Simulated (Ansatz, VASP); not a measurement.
# In8SbAs7 (random alloy of the zinc-blende InAs-InSb line, x = 0.125): VASP beside Ansatz

Aim: how closely do two programs agree when they are given the same cell, functional and k mesh? Of the first pair: The structure shown is the start of the Ansatz relaxation below; VASP solves that cell, so the two are compared at the walk's first step.

Method: plane waves, with VASP 6.6.1 beside it; PBE, in Ansatz 0.2.0.

### 1. The starting structure

The cell holds 64 atoms: 32 In, 28 As and 4 Sb. Cell: a = 12.490 Å, b = 12.490 Å, c = 12.490 Å, α = 90.0°, β = 90.0°, γ = 90.0°. It derives from InAs (zinc-blende InAs-InSb), repeated 2×2×2. Zinc-blende InAs-InSb: 64 atoms, 4 of 32 As sites given to Sb at random, cell and internal coordinates interpolated linearly between the end members (Vegard's rule); (so at first; earlier steps may have moved the atoms), displaced by a Gaussian of 0.02 A. Lattice constants are starting values near those of PBE.

### 2. Ansatz: relaxation, PBE

Ansatz runs on its default PAW (the set named soft_2) files.

The two programs are compared at the cell with which this relaxation starts, whose forces are those of its first step.

The input, input.yaml:

```yaml
crystal:
  lattice:
    - [12.49, 0.0, 0.0]
    - [0.0, 12.49, 0.0]
    - [0.0, 0.0, 12.49]
  atoms:
    - { symbol: In, position: [0.0026, 0.99902, 0.99915] }
    - { symbol: As, position: [0.12328, 0.12639, 0.12131] }
    - { symbol: In, position: [0.00279, 0.24878, 0.25051] }
    - { symbol: As, position: [0.1246, 0.37734, 0.3717] }
    - { symbol: In, position: [0.24948, 0.99939, 0.25182] }
    - { symbol: As, position: [0.37324, 0.12472, 0.37359] }
    - { symbol: In, position: [0.25007, 0.25093, 0.99824] }
    - { symbol: As, position: [0.37683, 0.37644, 0.1258] }
    - { symbol: In, position: [0.00144, 0.99891, 0.4998] }
    - { symbol: As, position: [0.1235, 0.12457, 0.62585] }
    - { symbol: In, position: [0.99889, 0.24936, 0.7489] }
    - { symbol: As, position: [0.12365, 0.37393, 0.87498] }
    - { symbol: In, position: [0.24821, 0.00038, 0.75266] }
    - { symbol: As, position: [0.37619, 0.12469, 0.87358] }
    - { symbol: In, position: [0.2488, 0.25271, 0.50008] }
    - { symbol: As, position: [0.37398, 0.37531, 0.62836] }
    - { symbol: In, position: [0.00019, 0.50099, 0.00048] }
    - { symbol: As, position: [0.12444, 0.62317, 0.12444] }
    - { symbol: In, position: [0.99967, 0.75094, 0.25134] }
    - { symbol: As, position: [0.12649, 0.87546, 0.37642] }
    - { symbol: In, position: [0.24879, 0.50201, 0.25082] }
    - { symbol: Sb, position: [0.37452, 0.62578, 0.37488] }
    - { symbol: In, position: [0.25181, 0.75243, 0.0035] }
    - { symbol: As, position: [0.37276, 0.87269, 0.12419] }
    - { symbol: In, position: [0.00026, 0.5014, 0.50051] }
    - { symbol: As, position: [0.12176, 0.62451, 0.62633] }
    - { symbol: In, position: [0.00037, 0.75122, 0.74964] }
    - { symbol: As, position: [0.12468, 0.8753, 0.87566] }
    - { symbol: In, position: [0.25032, 0.50019, 0.74893] }
    - { symbol: Sb, position: [0.3756, 0.6252, 0.87681] }
    - { symbol: In, position: [0.25192, 0.7503, 0.4994] }
    - { symbol: As, position: [0.37398, 0.87568, 0.62512] }
    - { symbol: In, position: [0.49945, 7.0e-05, 0.99901] }
    - { symbol: As, position: [0.62612, 0.12428, 0.12696] }
    - { symbol: In, position: [0.50065, 0.25095, 0.24825] }
    - { symbol: As, position: [0.62527, 0.37619, 0.37347] }
    - { symbol: In, position: [0.74957, 5.0e-05, 0.2478] }
    - { symbol: As, position: [0.8755, 0.12635, 0.37362] }
    - { symbol: In, position: [0.75056, 0.2479, 0.99994] }
    - { symbol: As, position: [0.87241, 0.3768, 0.12565] }
    - { symbol: In, position: [0.49996, 0.99876, 0.50204] }
    - { symbol: As, position: [0.62815, 0.12202, 0.62698] }
    - { symbol: In, position: [0.50261, 0.25054, 0.74808] }
    - { symbol: Sb, position: [0.62638, 0.37471, 0.87403] }
    - { symbol: In, position: [0.74803, 0.00088, 0.75127] }
    - { symbol: As, position: [0.874, 0.12583, 0.87317] }
    - { symbol: In, position: [0.75128, 0.25007, 0.4997] }
    - { symbol: Sb, position: [0.87484, 0.37639, 0.6262] }
    - { symbol: In, position: [0.50085, 0.50022, 0.00012] }
    - { symbol: As, position: [0.62599, 0.62537, 0.12609] }
    - { symbol: In, position: [0.4995, 0.7461, 0.25166] }
    - { symbol: As, position: [0.6285, 0.87571, 0.37484] }
    - { symbol: In, position: [0.74978, 0.49981, 0.25003] }
    - { symbol: As, position: [0.8732, 0.62417, 0.3734] }
    - { symbol: In, position: [0.7504, 0.74952, 0.00079] }
    - { symbol: As, position: [0.87472, 0.87658, 0.12534] }
    - { symbol: In, position: [0.50351, 0.49696, 0.49896] }
    - { symbol: As, position: [0.62644, 0.62905, 0.6246] }
    - { symbol: In, position: [0.50007, 0.74964, 0.75213] }
    - { symbol: As, position: [0.62454, 0.87609, 0.87449] }
    - { symbol: In, position: [0.74796, 0.5005, 0.75081] }
    - { symbol: As, position: [0.87707, 0.62482, 0.87401] }
    - { symbol: In, position: [0.7509, 0.75039, 0.50045] }
    - { symbol: As, position: [0.87488, 0.87686, 0.62559] }
kpoints:
  mp_grid: { grid: [1, 1, 1] }
hamiltonian:
  xc: pbe
scf:
  occupations: { method: fermi_dirac, width: 0.025 }
output:
  forces: true
relax:
  f_tol: 0.04
  max_steps: 150
  cell: {}
```

The run is started by

```
ansatz run input.yaml --threads 4 --pin off --max-ram 8192MiB --backend cpu --events-out ev --progress --plain --runs-dir out
```

Numbers of over 12 decimals in the logs are rounded to 6 here.

The program printed:

```text
Engine: ansatz 0.2.0, aarch64-unknown-linux-gnu
Pseudopotentials: kind: paw
Pseudopotential: In, paw, valence charge 13, recommended cutoff 420 eV (normal), In.paw.azcp
Pseudopotential: As, paw, valence charge 15, recommended cutoff 420 eV (normal), As.paw.azcp
Pseudopotential: Sb, paw, valence charge 15, recommended cutoff 420 eV (normal), Sb.paw.azcp
Functional definition: PBE
  parameter kappa = 0.804
  parameter beta = 0.066725
  exchange = pbe_x(kappa = kappa, mu = beta*pi^2/3)
  correlation = pbe_c(beta = beta)
Crystal: 64 atoms, lattice volume = 1948.441 Å³
Basis set: ecut = 420 eV, 38089 PW (Γ), exchange–correlation on 180×180×180 points (8 copies of the dense FFT grid, shifted against one another)
Bands: 538, of which v1, the nominal top of the filled ones, is band 448 counted from 1 (447 counted from 0)
Symmetry: 1 space group operations
Space group: P1 (ITA 1), of the structure as read, at distance tolerance 1.2e-4 Å
k-points: 1
Non-local potential: In, projectors of the file, l = 0: 2, l = 1: 2, l = 2: 2, l = 3: 2
Non-local potential: As, projectors of the file, l = 0: 2, l = 1: 2, l = 2: 3, l = 3: 1
Non-local potential: Sb, projectors of the file, l = 0: 2, l = 1: 2, l = 2: 2, l = 3: 2
PAW form: soft (Blöchl's): semilocal exchange-correlation on the pseudo side does not see the compensation charge
PAW one-centre angular grid: In, 590 points (default); XC on 64 Gauss nodes
PAW one-centre angular grid: As, 590 points (default); XC on 64 Gauss nodes
PAW one-centre angular grid: Sb, 590 points (default); XC on 64 Gauss nodes
Initial density: superposition of atomic densities (neutral atoms: chi_scale 0, normalization atom), corrected by the library's trained network
Initial wavefunctions: pseudopotential atomic-orbital guess
Functional: x = pbe(κ = 0.804, μ = 0.219515), c = pbe(β = 0.066725)
SCF iter   1: F=—  HF=-341049.736455 eV  |F-HF|=—  |Δ(HF+E_count)|=         —  Δρ=1.42e-3  dr2=8.66e-2  ethr=1.77e-3  ⟨swp⟩=6.0  Hψ=1937  notcnv=0  defer=6
preconditioner: auto → LDOS  [insulator: Δε(μ)=0.602 eV  Ē_g=13.553 eV  σ=0.025 eV  W_gap=0.51  n_scr=460 (ndim 8)  ℏωp=20.2 eV  f_vac=0.125  D(μ)=50.32/eV (n_scr^D=340)  ε∞_Penn≈3.2  β→1.0]
SCF iter   2: F=—  HF=-341049.668277 eV  |F-HF|=—  |Δ(HF+E_count)|=   6.82e-2  Δρ=9.18e-4  dr2=1.39e-2  ethr=9.67e-6  ⟨swp⟩=2.0  Hψ=935  notcnv=0  defer=82
SCF iter   3: F=—  HF=-341049.666328 eV  |F-HF|=—  |Δ(HF+E_count)|=   1.95e-3  Δρ=4.11e-4  dr2=3.55e-3  ethr=1.55e-6  ⟨swp⟩=2.0  Hψ=791  notcnv=0  defer=82
SCF iter   4: F=—  HF=-341049.665613 eV  |F-HF|=—  |Δ(HF+E_count)|=   7.16e-4  Δρ=1.50e-4  dr2=6.53e-4  ethr=3.97e-7  ⟨swp⟩=2.0  Hψ=745  notcnv=0  defer=82
SCF iter   5: F=—  HF=-341049.665472 eV  |F-HF|=—  |Δ(HF+E_count)|=   1.40e-4  Δρ=5.46e-5  dr2=1.94e-4  ethr=7.29e-8  ⟨swp⟩=2.0  Hψ=899  notcnv=0  defer=82
SCF iter   6: F=—  HF=-341049.665413 eV  |F-HF|=—  |Δ(HF+E_count)|=   5.94e-5  Δρ=2.45e-5  dr2=6.06e-5  ethr=2.17e-8  ⟨swp⟩=2.0  Hψ=905  notcnv=0  defer=82
SCF iter   7: F=—  HF=-341049.667429 eV  |F-HF|=—  |Δ(HF+E_count)|=   2.02e-3  Δρ=1.50e-5  dr2=1.07e-5  ethr=6.77e-9  ⟨swp⟩=2.0  Hψ=745  notcnv=0  defer=82
SCF iter   8: F=—  HF=-341049.667426 eV  |F-HF|=—  |Δ(HF+E_count)|=   2.44e-6  Δρ=6.12e-6  dr2=1.17e-6  ethr=1.20e-9  ⟨swp⟩=2.0  Hψ=905  notcnv=0  defer=82
SCF iter   9: F=—  HF=-341049.667426 eV  |F-HF|=—  |Δ(HF+E_count)|=   9.76e-8  Δρ=2.45e-6  dr2=3.47e-7  ethr=1.31e-10  ⟨swp⟩=2.0  Hψ=905  notcnv=0  defer=82
SCF iter  10: F=—  HF=-341049.667426 eV  |F-HF|=—  |Δ(HF+E_count)|=   6.42e-8  Δρ=1.09e-6  dr2=1.54e-7  ethr=3.87e-11  ⟨swp⟩=2.0  Hψ=905  notcnv=0  defer=82
SCF iter  11: F=-341049.667426 eV  HF=-341049.667426 eV  |F-HF|=4.97e-8  |Δ(HF+E_count)|=   1.93e-8  Δρ=6.91e-7  dr2=5.42e-8  ethr=1.12e-11  ⟨swp⟩=3.0  Hψ=1438  notcnv=0
SCF 1 converged in 11 iterations: F = -341049.667426 eV  dr2 = 5.42e-8
  greatest PAW one-centre occupation: 0.999 electrons in one spin orbital (limit 2), on the As atom at site 23 (counted from 0), in its partial waves of l = 2
relax step   1: F+E_penalty+E_count = -341049.66742618 eV  Δ(F+E_penalty+E_count) = +0.000e0 eV  max|allowed force component| = 1.461e0 eV/Å  Δτ_max = 0.0000 Å  P = +0.925 GPa  Ω = 1948.441 Å³  (11 SCF iters, dr2 threshold 1.00e-7 eV, accepted)
Crystal: 64 atoms, lattice volume = 1990.616 Å³
Basis set: ecut = 420 eV, 38911 PW (Γ), exchange–correlation on 180×180×180 points (8 copies of the dense FFT grid, shifted against one another)
Initial density: handed on by an earlier stage of this run
Initial wavefunctions: those handed on with the density
iter 1 solved again at ethr=4.92e-5 eV; its pass at ethr=3.10e-3 eV (dr2=4.41e-1 eV) is discarded
SCF iter   1: F=—  HF=-341051.058716 eV  |F-HF|=—  |Δ(HF+E_count)|=         —  Δρ=6.34e-3  dr2=4.40e-1  ethr=4.92e-5  ⟨swp⟩=11.0  Hψ=4046  notcnv=0  defer=4
[...]
atom  12  As    -0.00039255     0.00212692     0.00354185
  atom  13  In    -0.00876474     0.00172625     0.00207096
  atom  14  As     0.01138721    -0.00216208    -0.00711027
  atom  15  In     0.00282748     0.00632230     0.00603119
  atom  16  As    -0.00330711    -0.01451990    -0.01344934
  atom  17  In     0.00032752    -0.00018966     0.00128931
  atom  18  As     0.00684334    -0.01126192    -0.00311414
  atom  19  In    -0.00773396     0.00582850    -0.00050549
  atom  20  As     0.00829315    -0.00602388     0.00053577
  atom  21  In    -0.00963996     0.00968162     0.00831737
  atom  22  Sb     0.00997083     0.00006677     0.00388429
  atom  23  In    -0.01446134     0.01145579     0.01524572
  atom  24  As     0.01231242    -0.00216003     0.00192869
  atom  25  In    -0.00844461     0.00798377     0.00436706
  atom  26  As     0.00375118     0.00026014     0.00579658
  atom  27  In     0.00392377     0.00207604    -0.00214074
  atom  28  As     0.01025999    -0.00864781    -0.00885756
  atom  29  In     0.00265612    -0.00066052    -0.00227331
  atom  30  Sb    -0.00650723    -0.00080562    -0.00503190
  atom  31  In    -0.00766474     0.00262632     0.00310560
  atom  32  As     0.00971218    -0.00767379     0.00118158
  atom  33  In    -0.00438807     0.00141896     0.00225659
  atom  34  As     0.00361521    -0.00121205     0.00133332
  atom  35  In    -0.00493563     0.00037082     0.00130085
[...]
atom  57  In    -0.00617329     0.00151664     0.00146963
  atom  58  As     0.02366071     0.00553031    -0.01200131
  atom  59  In    -0.00485370    -0.00094043     0.00319729
  atom  60  As     0.00263017     0.00366191    -0.00556368
  atom  61  In    -0.02054277     0.01368901     0.01281354
  atom  62  As    -0.00459333    -0.00643762    -0.00881712
  atom  63  In    -0.01304258    -0.00750498     0.00136364
  atom  64  As    -0.00010732     0.00316882     0.00290454
  max |Σ_I F_I| component: 1.46e-6 eV/Å
--- Stress (GPa, compression-positive) ---
       -0.007420       0.010421       0.008062
        0.010421       0.007521       0.014016
        0.008062       0.014016       0.011481
  P = ⅓ Tr σ = 0.0039 GPa (0.039 kbar)
--- Relaxed structure (5 steps of the walk, 5 accepted, 1 SCFs on fresh bases) ---
  F+E_penalty+E_count = -341051.08101945 eV   max|allowed force component| = 2.696e-2 eV/Å   (the final SCF, on the basis selected at the relaxed cell)
  cell:  # Å, volume = 1974.6839 Å³
    - [12.508176, 0.047924, 0.035626]
    - [0.047924, 12.555667, -0.015712]
    - [0.035626, -0.015712, 12.574026]
  atoms:
    - { symbol: In, position: [0.000515852, 0.999698, 1.002608] }
    - { symbol: As, position: [0.125251, 0.124387, 0.124846] }
    - { symbol: In, position: [-0.000449407, 0.249156, 0.250575] }
    - { symbol: As, position: [0.124444, 0.372125, 0.372883] }
    - { symbol: In, position: [0.249357, 1.001662, 0.251431] }
    - { symbol: As, position: [0.374465, 0.124245, 0.374110] }
    - { symbol: In, position: [0.249941, 0.248745, 1.000309] }
    - { symbol: As, position: [0.373400, 0.369987, 0.126744] }
    - { symbol: In, position: [-0.000984702, 1.001210, 0.501144] }
    - { symbol: As, position: [0.126361, 0.122840, 0.624275] }
    - { symbol: In, position: [1.005149, 0.243258, 0.757317] }
    - { symbol: As, position: [0.125075, 0.372546, 0.876529] }
    - { symbol: In, position: [0.249435, 0.000465006, 0.751764] }
    - { symbol: As, position: [0.373500, 0.122629, 0.875002] }
    - { symbol: In, position: [0.248787, 0.248806, 0.498858] }
    - { symbol: As, position: [0.373250, 0.370855, 0.622372] }
    - { symbol: In, position: [-0.000928675, 0.499562, -0.000169378] }
    - { symbol: As, position: [0.121467, 0.625071, 0.123958] }
    - { symbol: In, position: [0.999615, 0.752112, 0.250731] }
    - { symbol: As, position: [0.123518, 0.877056, 0.374373] }
    - { symbol: In, position: [0.243251, 0.495486, 0.245000] }
    - { symbol: Sb, position: [0.375456, 0.624712, 0.374190] }
    - { symbol: In, position: [0.243973, 0.757106, 0.00712063] }
    - { symbol: As, position: [0.375090, 0.879059, 0.124252] }
    - { symbol: In, position: [0.00524807, 0.507394, 0.492733] }
    - { symbol: As, position: [0.123646, 0.626782, 0.624176] }
    - { symbol: In, position: [-0.000136425, 0.752582, 0.750733] }
    - { symbol: As, position: [0.124067, 0.876271, 0.874672] }
    - { symbol: In, position: [0.243386, 0.493671, 0.744565] }
    - { symbol: Sb, position: [0.374402, 0.625444, 0.873607] }
    - { symbol: In, position: [0.244725, 0.757843, 0.505892] }
    - { symbol: As, position: [0.374826, 0.878814, 0.624018] }
    - { symbol: In, position: [0.500606, 0.00151562, 0.999441] }
    - { symbol: As, position: [0.625339, 0.122709, 0.126227] }
    - { symbol: In, position: [0.499645, 0.248401, 0.251488] }
    - { symbol: As, position: [0.625194, 0.372927, 0.372476] }
    - { symbol: In, position: [0.751249, 0.000128193, 0.250207] }
    - { symbol: As, position: [0.875855, 0.122723, 0.372761] }
    - { symbol: In, position: [0.756535, 0.244149, 1.007773] }
    - { symbol: As, position: [0.877092, 0.374570, 0.126354] }
    - { symbol: In, position: [0.498882, 1.000221, 0.497950] }
    - { symbol: As, position: [0.623824, 0.120432, 0.622658] }
    - { symbol: In, position: [0.493433, 0.242825, 0.744946] }
    - { symbol: Sb, position: [0.625291, 0.373335, 0.874877] }
    - { symbol: In, position: [0.750927, 0.000569318, 0.750018] }
    - { symbol: As, position: [0.876439, 0.120744, 0.876498] }
    - { symbol: In, position: [0.744250, 0.243380, 0.494575] }
    - { symbol: Sb, position: [0.876859, 0.373820, 0.622907] }
    - { symbol: In, position: [0.499222, 0.501525, 0.015662] }
    - { symbol: As, position: [0.629575, 0.627165, 0.127371] }
    - { symbol: In, position: [0.505254, 0.758495, 0.245959] }
    - { symbol: As, position: [0.627492, 0.877055, 0.374131] }
    - { symbol: In, position: [0.751448, 0.499664, 0.251823] }
    - { symbol: As, position: [0.875240, 0.627157, 0.372104] }
    - { symbol: In, position: [0.750611, 0.752741, 0.000612206] }
    - { symbol: As, position: [0.875691, 0.874912, 0.124758] }
    - { symbol: In, position: [0.505774, 0.493920, 0.506384] }
    - { symbol: As, position: [0.627003, 0.628793, 0.621813] }
    - { symbol: In, position: [0.505341, 0.758617, 0.745250] }
    - { symbol: As, position: [0.627374, 0.877192, 0.874679] }
    - { symbol: In, position: [0.751621, 0.514893, 0.751933] }
    - { symbol: As, position: [0.878233, 0.629450, 0.877151] }
    - { symbol: In, position: [0.752085, 0.752750, 0.498571] }
    - { symbol: As, position: [0.875714, 0.875360, 0.624304] }
```

(Part 1 of 2 ends here.)

[Lines on the potential files, build, host, timing and source positions are cut from VASP's logs without a mark.]

[Logs are printed without paths, hosts, clocks, repeated set-up lines and the standing remarks that a program may print on its own settings, such as how far it seeks lower states.]

[Hosts, paths, dates, database ids (printed as entryN), source tags and the programs' standing remarks are cut or masked in the printed files.]
